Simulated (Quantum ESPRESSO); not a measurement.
# SiO2 (P4_2/mnm) in Quantum ESPRESSO: settings compared

One crystal, SiO2, is run at these levels: PBE, PBEsol; tasks: single point, equation of state.

All numbers are computed with Quantum ESPRESSO 7.5; they aren't measurements. Logs are shortened: lines on timing, memory, paths and dates and some standing lists are left out, and cuts for length are marked.

## (1) The structure

The structure is tetragonal, space group P4_2/mnm (No. 136). The conventional cell has a = 4.233 Å, b = 4.233 Å, c = 2.693 Å, α = 90.00°, β = 90.00°, γ = 90.00°. Si (site symmetry mmm) is surrounded by 6 O at 1.78 to 1.84 Å. O (site symmetry m2m) has 3 Si at 1.78 to 1.84 Å as nearest neighbours.

The cell comes from a database or a generator and needn't be the stable form of this composition.

## (2) Single point, PBE, 7.56 Å³/atom

File pw.in:

```
&CONTROL
  calculation = 'scf'
  prefix = 'pwscf'
  outdir = './tmp'
  pseudo_dir = './pseudo'
  tstress = .true.
  disk_io = 'nowf'
/
&SYSTEM
  ibrav = 0
  nat = 6
  ntyp = 2
  ecutwfc = 55
  ecutrho = 440
  nbnd = 24
  occupations = 'smearing'
  smearing = 'fd'
  degauss = 0.00367493
/
&ELECTRONS
  conv_thr = 1.2d-09
  electron_maxstep = 120
  mixing_beta = 0.5
/
ATOMIC_SPECIES
Si    28.0850 Si.pbe-n-rrkjus_psl.1.0.0.UPF
O     15.9990 O.pbe-n-kjpaw_psl.0.1.UPF
CELL_PARAMETERS angstrom
   4.1467535482    0.0000000000    0.0000000000
   0.0000000000    4.1467535482    0.0000000000
   0.0000000000    0.0000000000    2.6385102859
ATOMIC_POSITIONS crystal
Si     0.0000000000    0.0000000000    0.0000000000
Si     0.5000000000    0.5000000000    0.5000000000
O      0.8068390000    0.1931610000    0.5000000000
O      0.3068390000    0.3068390000    0.0000000000
O      0.1931610000    0.8068390000    0.5000000000
O      0.6931610000    0.6931610000    0.0000000000
K_POINTS automatic
6 6 10 0 0 0
```

Potentials or basis: SSSP 1.3 efficiency PBE.

Run with:

```console
OMP_NUM_THREADS=1 mpirun -n 2 pw.x -nk 2 -in pw.in > pw.out
```

pw.out:

```text
This program is part of the open-source Quantum ESPRESSO suite
     for quantum simulation of materials; please cite
         "P. Giannozzi et al., J. Phys.:Condens. Matter 21 395502 (2009);
         "P. Giannozzi et al., J. Phys.:Condens. Matter 29 465901 (2017);
         "P. Giannozzi et al., J. Chem. Phys. 152 154105 (2020);
     in publications or presentations arising from this work. More details at

     file O.pbe-n-kjpaw_psl.0.1.UPF: wavefunction(s)  2P renormalized
     Message from routine setup:
     using ibrav=0 with symmetry is DISCOURAGED, use correct ibrav instead

     K-points division:     npool     =       2
     Subspace diagonalization in iterative solution of the eigenvalue problem:
     a serial algorithm will be used

     G-vector sticks info
     --------------------
     sticks:   dense  smooth     PW     G-vecs:    dense   smooth      PW
     Sum        2145    1085    341                47697    16819    2913

     Using Slab Decomposition

     bravais-lattice index     =            0
     lattice parameter (alat)  =       7.8362  a.u.
     unit-cell volume          =     306.1765 (a.u.)^3
     number of atoms/cell      =            6
     number of atomic types    =            2
     number of electrons       =        32.00
     number of Kohn-Sham states=           24
     kinetic-energy cutoff     =      55.0000  Ry
     charge density cutoff     =     440.0000  Ry
     scf convergence threshold =      1.2E-09
     mixing beta               =       0.5000
     number of iterations used =            8  plain     mixing
     Exchange-correlation= SLA  PW   PBX  PBC
                           (   1   4   3   4   0   0   0)

     celldm(1)=   7.836229  celldm(2)=   0.000000  celldm(3)=   0.000000
     celldm(4)=   0.000000  celldm(5)=   0.000000  celldm(6)=   0.000000

     crystal axes: (cart. coord. in units of alat)
               a(1) = (   1.000000   0.000000   0.000000 )
               a(2) = (   0.000000   1.000000   0.000000 )
               a(3) = (   0.000000   0.000000   0.636283 )

     reciprocal axes: (cart. coord. in units 2 pi/alat)
               b(1) = (  1.000000  0.000000  0.000000 )
               b(2) = (  0.000000  1.000000  0.000000 )
               b(3) = (  0.000000  0.000000  1.571627 )

     PseudoPot. # 1 for Si read from file:
     Si.pbe-n-rrkjus_psl.1.0.0.UPF
     Pseudo is Ultrasoft + core correction, Zval =  4.0
     Generated using "atomic" code by A. Dal Corso  v.5.1
     Using radial grid of 1141 points,  6 beta functions with:
                l(1) =   0
                l(2) =   0
                l(3) =   1
                l(4) =   1
                l(5) =   2
                l(6) =   2
     Q(r) pseudized with 0 coefficients

     PseudoPot. # 2 for O  read from file:
     O.pbe-n-kjpaw_psl.0.1.UPF
     Pseudo is Projector augmented-wave + core cor, Zval =  6.0
     Generated using "atomic" code by A. Dal Corso  v.5.0.99 svn rev. 10869
     Shape of augmentation charge: BESSEL
     Using radial grid of 1095 points,  4 beta functions with:
                l(1) =   0
                l(2) =   0
                l(3) =   1
                l(4) =   1
     Q(r) pseudized with 0 coefficients

     atomic species   valence    mass     pseudopotential
     Si                4.00    28.08500     Si( 1.00)
     O                 6.00    15.99900     O ( 1.00)

     16 Sym. Ops., with inversion, found ( 8 have fractional translation)

   Cartesian axes

     site n.     atom                  positions (alat units)
         1        Si     tau(   1) = (   0.0000000   0.0000000   0.0000000  )
         2        Si     tau(   2) = (   0.5000000   0.5000000   0.3181417  )
         3        O      tau(   3) = (   0.8068390   0.1931610   0.3181417  )
         4        O      tau(   4) = (   0.3068390   0.3068390   0.0000000  )
         5        O      tau(   5) = (   0.1931610   0.8068390   0.3181417  )
         6        O      tau(   6) = (   0.6931610   0.6931610   0.0000000  )

     number of k points=    60  Fermi-Dirac smearing, width (Ry)=  0.0037
                       cart. coord. in units 2pi/alat
        k(    1) = (   0.0000000   0.0000000   0.0000000), wk =   0.0055556
        k(    2) = (   0.0000000   0.0000000   0.1571627), wk =   0.0111111
        k(    3) = (   0.0000000   0.0000000   0.3143254), wk =   0.0111111
        k(    4) = (   0.0000000   0.0000000   0.4714880), wk =   0.0111111
        k(    5) = (   0.0000000   0.0000000   0.6286507), wk =   0.0111111
        k(    6) = (   0.0000000   0.0000000  -0.7858134), wk =   0.0055556
[... 52 lines left out ...]
        k(   59) = (  -0.5000000  -0.5000000   0.6286507), wk =   0.0111111
        k(   60) = (  -0.5000000  -0.5000000  -0.7858134), wk =   0.0055556

     Dense  grid:    47697 G-vectors     FFT dimensions: (  54,  54,  36)

     Smooth grid:    16819 G-vectors     FFT dimensions: (  40,  40,  24)

     Initial potential from superposition of free atoms

     starting charge      31.9989, renormalised to      32.0000
     Starting wfcs are   24 randomized atomic wfcs
     Checking if some PAW data can be deallocated...

     Self-consistent Calculation

     iteration #  1     ecut=    55.00 Ry     beta= 0.50
     Davidson diagonalization with overlap
     ethr =  1.00E-02,  avg # of iterations =  5.1

     total energy              =    -189.73008799 Ry
     estimated scf accuracy    <       1.10519940 Ry

     iteration #  2     ecut=    55.00 Ry     beta= 0.50
     Davidson diagonalization with overlap
     ethr =  3.45E-03,  avg # of iterations =  2.4
[... 71 lines left out ...]
     total energy              =    -190.05992221 Ry
     estimated scf accuracy    <          1.7E-09 Ry

     iteration # 13     ecut=    55.00 Ry     beta= 0.50
     Davidson diagonalization with overlap
     ethr =  5.27E-12,  avg # of iterations =  2.0

     End of self-consistent calculation

          k = 0.0000 0.0000 0.0000 (  2095 PWs)   bands (ev):

   -11.8569  -8.0795  -8.0795  -7.8947   0.0247   4.4373   4.4373   4.5462
     5.5270   5.7426   7.7944   7.7944   8.4478  10.1215  10.1215  10.9952
    17.1435  17.8431  19.8270  19.8270  22.2886  23.1124  25.6131  25.6131

          k = 0.0000 0.0000 0.1572 (  2111 PWs)   bands (ev):

   -11.7192  -8.0076  -8.0076  -7.8746   0.0765   4.5520   4.5520   4.6970
     5.1260   5.5577   7.3270   7.3270   7.9655  10.0189  10.0189  10.8734
    17.6330  18.6034  20.4261  20.4261  21.7600  23.6819  25.5771  25.5771
[... 337 lines left out ...]
          k =-0.5000-0.5000 0.6287 (  2124 PWs)   bands (ev):

    -8.8765  -8.8765  -7.5764  -7.5764   0.3894   0.3894   2.9336   2.9336
     6.3117   6.3117   6.3375   6.3375   9.2147   9.2147   9.3183   9.3183
    18.8340  18.8340  22.3120  22.3120  23.1014  23.1014  25.3912  25.3913

          k =-0.5000-0.5000-0.7858 (  2112 PWs)   bands (ev):

    -8.7174  -8.7174  -7.4632  -7.4632   0.0525   0.0525   2.6111   2.6111
     6.3553   6.3553   6.4708   6.4708   9.1623   9.1623   9.3991   9.3991
    18.6055  18.6055  22.1942  22.1942  22.8928  22.8928  25.0752  25.0752

     the Fermi energy is    14.2991 ev

!    total energy              =    -190.05992221 Ry
     estimated scf accuracy    <          2.4E-11 Ry
     smearing contrib. (-TS)   =       0.00000000 Ry
     internal energy E=F+TS    =    -190.05992221 Ry

     The total energy is F=E-TS. E is the sum of the following terms:
     one-electron contribution =     -11.12729071 Ry
     hartree contribution      =      31.28424162 Ry
     xc contribution           =     -43.35108048 Ry
     ewald contribution        =    -128.87807552 Ry
     one-center paw contrib.   =     -37.98771711 Ry

     convergence has been achieved in  13 iterations

     Computing stress (Cartesian axis) and pressure

          total   stress  (Ry/bohr**3)                   (kbar)     P=      213.44
   0.00134201   0.00000000   0.00000000          197.42        0.00        0.00
   0.00000000   0.00134201   0.00000000            0.00      197.42        0.00
   0.00000000   0.00000000   0.00166877            0.00        0.00      245.48

=------------------------------------------------------------------------------=
   JOB DONE.
=------------------------------------------------------------------------------=
```

Wall time 83 s (2 MPI ranks of AMD EPYC, shared host); peak memory 0.34 GiB.

Results:

* Free energy: -2585.8970 eV
* Pressure: 21.3 GPa
* Band gap on the k mesh: 6.15 eV, direct

## (3) Single point, PBE, 7.72 Å³/atom

pw.in: that of step 2 with these lines changed.

```diff
@@ -28,5 +28,5 @@
 CELL_PARAMETERS angstrom
-   4.1467535482    0.0000000000    0.0000000000
-   0.0000000000    4.1467535482    0.0000000000
-   0.0000000000    0.0000000000    2.6385102859
+   4.1759570002    0.0000000000    0.0000000000
+   0.0000000000    4.1759570002    0.0000000000
+   0.0000000000    0.0000000000    2.6570919565
 ATOMIC_POSITIONS crystal
```

Potentials or basis: SSSP 1.3 efficiency PBE.

Run with:

```console
OMP_NUM_THREADS=1 mpirun -n 2 pw.x -nk 2 -in pw.in > pw.out
```

Run time: 74 s. Hardware: 2 MPI ranks of AMD EPYC, shared host; peak memory 0.36 GiB.

It converged, with:

```
Free energy            : -2586.0038 eV
Pressure               : 13.5 GPa
Band gap on the k mesh : 5.76 eV, direct
```

## (4) Single point, PBE, 7.88 Å³/atom

pw.in: that of step 3 with these lines changed.

```diff
@@ -28,5 +28,5 @@
 CELL_PARAMETERS angstrom
-   4.1759570002    0.0000000000    0.0000000000
-   0.0000000000    4.1759570002    0.0000000000
-   0.0000000000    0.0000000000    2.6570919565
+   4.2047576137    0.0000000000    0.0000000000
+   0.0000000000    4.2047576137    0.0000000000
+   0.0000000000    0.0000000000    2.6754173077
 ATOMIC_POSITIONS crystal
```

Run with:

```console
OMP_NUM_THREADS=1 mpirun -n 2 pw.x -nk 2 -in pw.in > pw.out
```

Run time: 68 s. Hardware: 2 MPI ranks of AMD EPYC, shared host; peak memory 0.36 GiB.

Results (log left out):

```
Free energy            : -2586.0658 eV
Pressure               : 6.5 GPa
Band gap on the k mesh : 5.40 eV, direct
```

## (5) Single point, PBE, 8.04 Å³/atom

pw.in: that of step 4 with these lines changed.

```diff
@@ -28,5 +28,5 @@
 CELL_PARAMETERS angstrom
-   4.2047576137    0.0000000000    0.0000000000
-   0.0000000000    4.2047576137    0.0000000000
-   0.0000000000    0.0000000000    2.6754173077
+   4.2331690000    0.0000000000    0.0000000000
+   0.0000000000    4.2331690000    0.0000000000
+   0.0000000000    0.0000000000    2.6934950000
 ATOMIC_POSITIONS crystal
```

Run with:

```console
OMP_NUM_THREADS=1 mpirun -n 2 pw.x -nk 2 -in pw.in > pw.out
```

It took 76 s on 2 MPI ranks of AMD EPYC, shared host; peak memory 0.36 GiB.

Results (log left out):

- Free energy: -2586.0875 eV
- Pressure: 0.1 GPa
- Band gap on the k mesh: 5.04 eV, direct

## (6) Single point, PBE, 8.21 Å³/atom

pw.in: that of step 5 with these lines changed.

```diff
@@ -28,5 +28,5 @@
 CELL_PARAMETERS angstrom
-   4.2331690000    0.0000000000    0.0000000000
-   0.0000000000    4.2331690000    0.0000000000
-   0.0000000000    0.0000000000    2.6934950000
+   4.2612040488    0.0000000000    0.0000000000
+   0.0000000000    4.2612040488    0.0000000000
+   0.0000000000    0.0000000000    2.7113332351
 ATOMIC_POSITIONS crystal
```

Potentials or basis: SSSP 1.3 efficiency PBE.

Run with:

```console
OMP_NUM_THREADS=1 mpirun -n 2 pw.x -nk 2 -in pw.in > pw.out
```

Wall time 76 s (2 MPI ranks of AMD EPYC, shared host); peak memory 0.36 GiB.

It converged, with:

```yaml
Free_energy: -2586.0728 eV
Pressure: -5.6 GPa
Band_gap_on_the_k_mesh: 4.70 eV, direct
```

(Part 1 of 2 ends here.)
